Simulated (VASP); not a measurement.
# InAs (F-43m) in VASP: notebook

InAs is run at these levels: PBE; tasks: single point.

Everything below comes from runs of VASP 6.6.1. Logs are shortened: lines on timing, memory, paths and dates and some standing lists are left out, and cuts for length are marked.

**Experimental background.**

From a printed reference work, data compilation, for a bulk crystal of InAs at 4.2 K: band gap 0.418 eV (direct).

How close the calculation comes is told below.

### 1 The cell of the first run

Symmetry: F-43m, No. 216, cubic system. The conventional cell has a = 6.187 Å, b = 6.187 Å, c = 6.187 Å, α = 90.00°, β = 90.00°, γ = 90.00°. Within 3.5 Å of In (site symmetry -43m) lie 4 As at 2.68 Å. Within 3.5 Å of As (site symmetry -43m) lie 4 In at 2.68 Å.

### 2 Single point, PBE

The input, INCAR:

```
SYSTEM = InAs
PREC = Accurate
ENCUT = 520
EDIFF = 1E-6
ISMEAR = 0
SIGMA = 0.15
LREAL = .FALSE.
LASPH = .TRUE.
NELM = 100
ALGO = Normal
ISIF = 2
LWAVE = .FALSE.
LCHARG = .FALSE.
GGA = PE
NBANDS = 16
```

The input, KPOINTS:

```
Automatic mesh
0
G
  18 18 18
  0 0 0
```

The input, POSCAR:

```
InAs
1.0
    0.0000000000      3.0933796600      3.0933796600
    3.0933796600      0.0000000000      3.0933796600
    3.0933796600      3.0933796600      0.0000000000
In As
1 1
Direct
    0.0000000000      0.0000000000      0.0000000000
    0.7500000000      0.7500000000      0.7500000000
```

Potentials or basis: VASP PAW PBE potentials, release 64 (In_d, As).

On the command line:

```
cat potpaw_PBE.64/In_d/POTCAR potpaw_PBE.64/As/POTCAR > POTCAR
mpirun -np 1 vasp_std > vasp.out
```

OUTCAR:

```text
SYSTEM = InAs
   PREC = Accurate
   ENCUT = 520
   EDIFF = 1E-6
   ISMEAR = 0
   LREAL = .FALSE.
   LASPH = .TRUE.
   NELM = 100
   ISIF = 2
   GGA = PE

 ion  position               nearest neighbor table
   1  0.000  0.000  0.000-   2 2.68   2 2.68   2 2.68   2 2.68
   2  0.750  0.750  0.750-   1 2.68   1 2.68   1 2.68   1 2.68

  LATTYP: Found a face centered cubic cell.
 ALAT       =     6.1867593200

  Lattice vectors:

 A1 = (   0.0000000000,   3.0933796600,   3.0933796600)
 A2 = (   3.0933796600,   0.0000000000,   3.0933796600)
 A3 = (   3.0933796600,   3.0933796600,   0.0000000000)

Analysis of symmetry for initial positions (statically):
=====================================================================
 Subroutine PRICEL returns:
 Original cell was already a primitive cell.

 Routine SETGRP: Setting up the symmetry group for a
 face centered cubic supercell.

 Subroutine GETGRP returns: Found 24 space group operations
 (whereof 24 operations were pure point group operations)
 out of a pool of 48 trial point group operations.

The static configuration has the point symmetry T_d .

Analysis of symmetry for dynamics (positions and initial velocities):
=====================================================================
 Subroutine PRICEL returns:
 Original cell was already a primitive cell.

 Routine SETGRP: Setting up the symmetry group for a
 face centered cubic supercell.

 Subroutine GETGRP returns: Found 24 space group operations
 (whereof 24 operations were pure point group operations)
 out of a pool of 48 trial point group operations.

The dynamic configuration has the point symmetry T_d .

 Subroutine INISYM returns: Found 24 space group operations
 (whereof 24 operations are pure point group operations),
 and found     1 'primitive' translations

----------------------------------------------------------------------------------------

                                     Primitive cell

  volume of cell :      59.2011

  direct lattice vectors                    reciprocal lattice vectors
     0.000000000  3.093379660  3.093379660    -0.161635510  0.161635510  0.161635510
     3.093379660  0.000000000  3.093379660     0.161635510 -0.161635510  0.161635510
     3.093379660  3.093379660  0.000000000     0.161635510  0.161635510 -0.161635510

  length of vectors
     4.374699469  4.374699469  4.374699469     0.279960916  0.279960916  0.279960916

[... 73 lines left out ...]
   ICHARG =      2    charge: 1-file 2-atom 10-const
   ISPIN  =      1    spin polarized calculation?
   LNONCOLLINEAR =      F non collinear calculations
   LSORBIT =      F    spin-orbit coupling
   LASPH  =      T    aspherical Exc in radial PAW
   ENCUT  =  520.0 eV  38.22 Ry    6.18 a.u.   8.13  8.13  8.13*2*pi/ulx,y,z
   NELM   =    100;   NELMIN=  2; NELMDL= -5     # of ELM steps
   EDIFF  = 0.1E-05   stopping-criterion for ELM
   LREAL  =      F    real-space projection
   EDIFFG = 0.1E-04   stopping-criterion for IOM
   NSW    =      0    number of steps for IOM
   IBRION =     -1    ionic relax: 0-MD 1-quasi-New 2-CG
   NFREE  =      0    steps in history (QN), initial steepest desc. (CG)
   ISIF   =      2    stress and relaxation
   ISYM   =      2    0-nonsym 1-usesym 2-fastsym
   POTIM  = 0.5000    time-step for ionic-motion
   TEBEG  =    0.0;   TEEND  =   0.0 temperature during run
   PSTRESS=    0.0 pullay stress
   NELECT =      18.0000    total number of electrons
   NUPDOWN=      -1.0000    fix difference up-down
   EMIN   =  10.00;   EMAX   =-10.00  energy-range for DOS
   EFERMI =   0.00;   METHOD = LEGACY
   ISMEAR =     0;   SIGMA  =   0.15  broadening in eV -4-tet -1-fermi 0-gaus
   EFERMI_NEDOS =   21; number of points for ismear=-14 and -15
   IALGO  =     38    algorithm
   IMIX   =      4    mixing-type and parameters
     AMIX     =   0.40;   BMIX     =  1.00
     AMIX_MAG =   1.60;   BMIX_MAG =  1.00
  volume/ion in A,a.u.               =      29.60       199.75
  Fermi-wavevector in a.u.,A,eV,Ry     =   1.100836  2.080278 16.488069  1.211839
  Thomas-Fermi vector in A             =   2.237253
   LORBIT       =      0    0 simple, 1 ext, 2 COOP (PROOUT), +10 PAW based schemes
   GGA     = PE    functional components
   LHFCALC =     F    Hartree Fock is set to
   AEXX    =    0.0000 exact exchange contribution
   IVDW    =     0    specifies the selected vdW correction
   LEPSILON=     F    determine dielectric tensor
   LRPA    =     F    only Hartree local field effects (RPA)
 non-spin polarized calculation
 Gauss-broadening in eV      SIGMA  =   0.15
  energy-cutoff  :      520.00
  volume of cell :       59.20
 maximum number of plane-waves:      1639
 NGX is ok and might be reduce to    36

 number of electron      17.9999997 magnetization

 Free energy of the ion-electron system (eV)
  ---------------------------------------------------
  ext. energy  EPLUGINS =         0.00000000
  ---------------------------------------------------
  free energy    TOTEN  =        -7.71999897 eV

  energy without entropy =       -7.71988764  energy(sigma->0) =       -7.71994330

 E-fermi :   4.0055     XC(G=0):  -8.7962

 val. band max:        3.8390714214   @ k =   0.0000   0.0000   0.0000
 cond. band min:       4.2308985861   @ k =   0.0556   0.0000   0.0000
 fundamental gap:      0.3918271647
 Fermi energy:         4.0055151635

 k-point     1 :       0.0000    0.0000    0.0000
  band No.  band energies     occupation
      1     -10.4272      2.00000
      2     -10.4272      2.00000
      3     -10.4272      2.00000
      4     -10.3274      2.00000
      5     -10.3274      2.00000
      6      -7.6018      2.00000
[... 433 lines left out ...]
      3     -10.4111      2.00000
      4     -10.3284      2.00000
      5     -10.3248      2.00000
      6      -7.0848      2.00000
[... 8 lines left out ...]
     15      12.1614      0.00000
     16      12.8436      0.00000

 [... further k-points ...]
[... 5 lines left out ...]
  --------------------------------------------------------------------------------------
  -------------------------------------------------------------------------------------
  Total        0.0117721      0.0117721      0.0117721      0.0000000      0.0000000     -0.0000000
  in kB        0.3185933      0.3185933      0.3185933      0.0000000      0.0000000     -0.0000000
  external PRESSURE =       0.3185933 kB  Pullay stress =       0.0000000 kB

 VOLUME and BASIS-vectors are now :
 -----------------------------------------------------------------------------
  energy-cutoff  :      520.00
  volume of cell :       59.20
      direct lattice vectors                 reciprocal lattice vectors
     0.000000000  3.093379660  3.093379660    -0.161635510  0.161635510  0.161635510
     3.093379660  0.000000000  3.093379660     0.161635510 -0.161635510  0.161635510
     3.093379660  3.093379660  0.000000000     0.161635510  0.161635510 -0.161635510

 POSITION                                       TOTAL-FORCE (eV/Angst)
 -----------------------------------------------------------------------------------
      0.00000      0.00000      0.00000         0.000000      0.000000      0.000000
      4.64007      4.64007      4.64007        -0.000000     -0.000000     -0.000000
 -----------------------------------------------------------------------------------
    total drift:                                0.000000      0.000000      0.000000

  FREE ENERGIE OF THE ION-ELECTRON SYSTEM (eV)
  ---------------------------------------------------
  free  energy   TOTEN  =        -7.7199989708 eV

  energy  without entropy=       -7.7198876375  energy(sigma->0) =       -7.71994330
```

OSZICAR:

```text
N       E                     dE             d eps       ncg     rms          rms(c)
DAV:   1     0.113358037803E+03    0.11336E+03   -0.82258E+03  6256   0.118E+03
DAV:   2    -0.529602635070E-01   -0.11341E+03   -0.10886E+03  6800   0.293E+02
DAV:   3    -0.776570077253E+01   -0.77127E+01   -0.76752E+01  8088   0.755E+01
DAV:   4    -0.796569457574E+01   -0.19999E+00   -0.19994E+00  7640   0.136E+01
DAV:   5    -0.797468203785E+01   -0.89875E-02   -0.89873E-02  9360   0.244E+00    0.407E+00
DAV:   6    -0.773727650543E+01    0.23741E+00   -0.37076E-01  9848   0.955E+00    0.225E+00
DAV:   7    -0.771781894692E+01    0.19458E-01   -0.10198E-01  8280   0.262E+00    0.703E-01
DAV:   8    -0.771915831507E+01   -0.13394E-02   -0.11617E-02  7864   0.119E+00    0.159E-01
DAV:   9    -0.771979310185E+01   -0.63479E-03   -0.93977E-04  7880   0.272E-01    0.985E-02
DAV:  10    -0.771994921280E+01   -0.15611E-03   -0.16902E-04  8216   0.164E-01    0.532E-02
DAV:  11    -0.771999817233E+01   -0.48960E-04   -0.11351E-04  7472   0.104E-01    0.355E-02
DAV:  12    -0.771999897084E+01   -0.79851E-06   -0.53795E-06  7256   0.218E-02
   1 F= -.77199990E+01 E0= -.77199433E+01  d E =-.111333E-03
```

It took 4.5 min on 1 thread of Intel Xeon 8259CL, shared host; peak memory 0.35 GiB.

What came out:

* Free energy: -7.7200 eV
* Pressure: 0.0 GPa
* Band gap on the k mesh: zero (filled and empty bands touch)

Levels at points of the mesh, in eV from the Fermi level:
| k point | band 6 | band 7 | band 8 | band 9 | band 10 | band 11 | band 12 | band 13 |
| --- | --- | --- | --- | --- | --- | --- | --- | --- |
| (0.00, 0.00, 0.00) | -11.61 | -0.71 | -0.17 | -0.17 | -0.17 | 3.71 | 3.71 | 3.71 |
| (0.50, 0.00, 0.00) | -10.34 | -5.60 | -1.06 | -1.06 | 0.65 | 4.47 | 4.47 | 6.59 |
| (0.50, 0.50, 0.00) | -9.87 | -5.72 | -2.27 | -2.27 | 1.49 | 1.87 | 8.59 | 8.63 |

Caveat: semilocal functionals underestimate gaps, and a narrow one can read as zero; spin-orbit coupling is left out, which moves the levels of the heavy elements.

### 3 Single point, PBE

The input, INCAR:

```
SYSTEM = InAs
PREC = Accurate ; ENCUT = 520
EDIFF = 1E-6 ; ISMEAR = 0
SIGMA = 0.15 ; LREAL = .False.
LASPH = .True. ; NELM = 100
ALGO = Normal ; ISIF = 2
LWAVE = .False. ; LCHARG = .False.
GGA = PE ; NBANDS = 16
```

The input, KPOINTS:

```
regular mesh
0
Gamma
  16 16 16
  0 0 0
```

POSCAR is that of step 2.

Potentials or basis: VASP PAW PBE potentials, release 64 (In_d, As).

On the command line:

```
cat potpaw_PBE.64/In_d/POTCAR potpaw_PBE.64/As/POTCAR > POTCAR
mpirun -np 1 vasp_std > vasp.out
```

Wall time 3.5 min (1 thread of Intel Xeon 8259CL, shared host); peak memory 0.31 GiB.

Results (log left out):

```yaml
Free_energy: -7.7200 eV
Pressure: 0.0 GPa
Band_gap_on_the_k_mesh: zero (filled and empty bands touch)
```

Levels at points of the mesh, in eV from the Fermi level:
```
           k point  band 7  band 8  band 9  band 10  band 11  band 12
(0.00, 0.00, 0.00)   -0.70   -0.16   -0.16    -0.16     3.72     3.72
(0.50, 0.00, 0.00)   -5.59   -1.05   -1.05     0.65     4.48     4.48
(0.50, 0.50, 0.00)   -5.71   -2.26   -2.26     1.50     1.88     8.60
```

Caveat: semilocal functionals underestimate gaps, and a narrow one can read as zero; spin-orbit coupling is left out, which moves the levels of the heavy elements.

### 4 Single point, PBE

This run uses another cell than the first one: it holds 8 atoms, not 2.

The input, INCAR:

```
  PREC = Accurate
  ENCUT = 520
  EDIFF = 1E-7
  ISMEAR = 0
  SIGMA = 0.15
  LREAL = F
  LASPH = T
  NELM = 100
  ALGO = Normal
  ISIF = 2
  LWAVE = F
  LCHARG = T
  GGA = PE
  LELF = T
  LVHAR = T
  NBANDS = 46
```

The input, KPOINTS:

```
Automatic mesh
0
Gamma
  10 10 10
```

The input, POSCAR:

```
InAs
1.0
    6.1867593201      0.0000000000      0.0000000000
    0.0000000000     -6.1867593201      0.0000000000
    0.0000000000      0.0000000000     -6.1867593201
In As
4 4
Direct
    0.0000000000      0.0000000000      0.0000000000
    0.5000000000      0.5000000000      0.0000000000
    0.5000000000      0.0000000000      0.5000000000
    0.0000000000      0.5000000000      0.5000000000
    0.7500000000      0.7500000000      0.7500000000
    0.2500000000      0.2500000000      0.7500000000
    0.2500000000      0.7500000000      0.2500000000
    0.7500000000      0.2500000000      0.2500000000
```

On the command line:

```
cat potpaw_PBE.64/In_d/POTCAR potpaw_PBE.64/As/POTCAR > POTCAR
mpirun -np 1 vasp_std > vasp.out
```

Wall time 19 min (1 thread of Intel Xeon 8259CL, shared host); peak memory 0.64 GiB.

The run converged. Its results:

```
Free energy            : -30.8802 eV
Pressure               : 0.0 GPa
Band gap on the k mesh : zero (filled and empty bands touch)
```

Levels at points of the mesh, in eV from the Fermi level:
| k point | band 34 | band 35 | band 36 | band 37 | band 38 | band 39 |
| --- | --- | --- | --- | --- | --- | --- |
| (0.00, 0.00, 0.00) | -0.70 | -0.15 | -0.15 | -0.15 | 1.50 | 1.50 |
| (0.50, 0.00, 0.00) | -1.43 | -1.43 | -1.43 | 2.14 | 2.14 | 2.44 |
| (0.50, 0.50, 0.00) | -1.09 | -1.09 | -1.09 | 2.27 | 2.27 | 2.27 |
| (0.50, 0.50, 0.50) | -1.05 | -1.05 | -1.05 | 0.66 | 0.66 | 0.66 |

Caveat: semilocal functionals underestimate gaps, and a narrow one can read as zero; spin-orbit coupling is left out, which moves the levels of the heavy elements.

### 5 Single point, PBE

This run uses another cell than the first one, of 26.84 Å³/atom.

The input, INCAR:

```
PREC = Accurate ; ENCUT = 520
EDIFF = 1E-6 ; ISMEAR = -1
SIGMA = 0.15 ; LREAL = False
LASPH = True ; NELM = 100
ALGO = Normal ; ISIF = 2
LWAVE = False ; LCHARG = False
GGA = PE ; NBANDS = 16
```

The input, KPOINTS:

```
Automatic mesh
0
Gamma
  12 12 12
```

The input, POSCAR:

```
InAs
1.0
    0.0000000000      2.9940459929      2.9940459929
    2.9940459929      0.0000000000      2.9940459929
    2.9940459929      2.9940459929      0.0000000000
In As
1 1
Direct
    0.0000000000      0.0000000000      0.0000000000
    0.7500000000      0.7500000000      0.7500000000
```

On the command line:

```
cat potpaw_PBE.64/In_d/POTCAR potpaw_PBE.64/As/POTCAR > POTCAR
mpirun -np 1 vasp_std > vasp.out
```

It took 68 s on 1 thread of Intel Xeon 8259CL, shared host; peak memory 0.21 GiB.

It converged, with:

```
Free energy            : -7.6236 eV
Pressure               : 6.1 GPa
Band gap on the k mesh : zero (filled and empty bands touch)
```

Levels at points of the mesh, in eV from the Fermi level:
```tsv
k point	band 5	band 6	band 7	band 8	band 9	band 10	band 11	band 12	band 13	band 14
(0.00, 0.00, 0.00)	-14.74	-12.48	-0.47	-0.43	-0.43	-0.43	3.49	3.49	3.49	7.19
(0.50, 0.00, 0.00)	-14.73	-10.92	-6.34	-1.46	-1.46	0.59	4.27	4.27	6.46	8.77
(0.50, 0.50, 0.00)	-14.72	-10.35	-6.39	-2.85	-2.85	1.07	1.64	8.95	9.05	9.05
```

Caveat: the cell stands under pressure; semilocal functionals underestimate gaps, and a narrow one can read as zero; spin-orbit coupling is left out, which moves the levels of the heavy elements.

### 6 Single point, PBE

The input, INCAR:

```
  ALGO = Normal
  EDIFF = 1E-6
  ENCUT = 520
  GGA = PE
  ISIF = 2
  ISMEAR = -1
  LASPH = True
  LCHARG = False
  LREAL = False
  LWAVE = False
  NBANDS = 16
  NELM = 60
  PREC = Accurate
  SIGMA = 0.15
```

The input, KPOINTS:

```
k-points
0
Gamma
  12 12 12
```

The input, POSCAR:

```
InAs
1.0
    0.0000000000      3.0937808117      3.0937808117
    3.0937808117      0.0000000000      3.0937808117
    3.0937808117      3.0937808117      0.0000000000
In As
1 1
Direct
    0.0000000000      0.0000000000      0.0000000000
    0.7500000000      0.7500000000      0.7500000000
```

Potentials or basis: VASP PAW PBE potentials, release 64 (In_d, As).

On the command line:

```
cat potpaw_PBE.64/In_d/POTCAR potpaw_PBE.64/As/POTCAR > POTCAR
mpirun -np 1 vasp_std > vasp.out
```

Run time: 2.2 min. Hardware: 1 thread of Intel Xeon 8259CL, shared host; peak memory 0.24 GiB.

The run converged. Its results:

- Free energy: -7.7210 eV
- Pressure: 0.0 GPa
- Band gap on the k mesh: zero (filled and empty bands touch)

Levels at points of the mesh, in eV from the Fermi level:
| k point | band 6 | band 7 | band 8 | band 9 | band 10 | band 11 | band 12 | band 13 |
| --- | --- | --- | --- | --- | --- | --- | --- | --- |
| (0.00, 0.00, 0.00) | -11.79 | -0.90 | -0.36 | -0.36 | -0.36 | 3.52 | 3.52 | 3.52 |
| (0.50, 0.00, 0.00) | -10.53 | -5.79 | -1.25 | -1.25 | 0.46 | 4.28 | 4.28 | 6.40 |
| (0.50, 0.50, 0.00) | -10.06 | -5.91 | -2.46 | -2.46 | 1.30 | 1.68 | 8.40 | 8.44 |

Caveat: semilocal functionals underestimate gaps, and a narrow one can read as zero; spin-orbit coupling is left out, which moves the levels of the heavy elements.

### 7 Overview

| cell | k mesh | smearing | gap on the mesh (eV) | pressure (GPa) |
| --- | --- | --- | --- | --- |
| a = 4.375 Å, angles 60.0°, 2 atoms, atomic positions A | 18 × 18 × 18 | gaussian 0.15 eV | none | 0.0 |
| a = 4.375 Å, angles 60.0°, 2 atoms, atomic positions A | 16 × 16 × 16 | gaussian 0.15 eV | none | 0.0 |
| a = 6.187 Å, 8 atoms, atomic positions B | 10 × 10 × 10 | gaussian 0.15 eV | none | 0.0 |
| a = 4.234 Å, angles 60.0°, 2 atoms, atomic positions A | 12 × 12 × 12 | fermi-dirac 0.15 eV | none | 6.1 |
| a = 4.375 Å, angles 60.0°, 2 atoms, atomic positions A | 12 × 12 × 12 | fermi-dirac 0.15 eV | none | 0.0 |

Alike in all rows: task single point; level PBE; potentials or basis VASP PAW PBE potentials, release 64 (In_d, As); no spin polarisation; cutoff (eV) 520.

Caveats: semilocal functionals underestimate gaps, and a narrow one can read as zero; spin-orbit coupling is left out, which moves the levels of the heavy elements; the cell stands under pressure (at least some runs).

Absolute energies hang on the potentials; compare differences alone.

### 8 Against experiment

Step 2. A measured gap of InAs is 0.418 eV (direct; 4.2 K; a printed reference work, data compilation); the calculated 0.00 eV misses it by -0.42 eV. Spin-orbit coupling on As, In is left out. The value is that of PBE on a finite k mesh, which can miss the band edges, without temperature or zero-point motion. Semilocal functionals fall short of measured gaps as a rule.

Step 3. A measured gap of InAs is 0.418 eV (direct; 4.2 K; a printed reference work, data compilation); the calculated 0.00 eV misses it by -0.42 eV. Spin-orbit coupling on As, In is left out. The value is that of PBE on a finite k mesh, which can miss the band edges, without temperature or zero-point motion. Semilocal functionals fall short of measured gaps as a rule.

The gap in the log of VASP goes by the Fermi energy; the results here count the filled bands.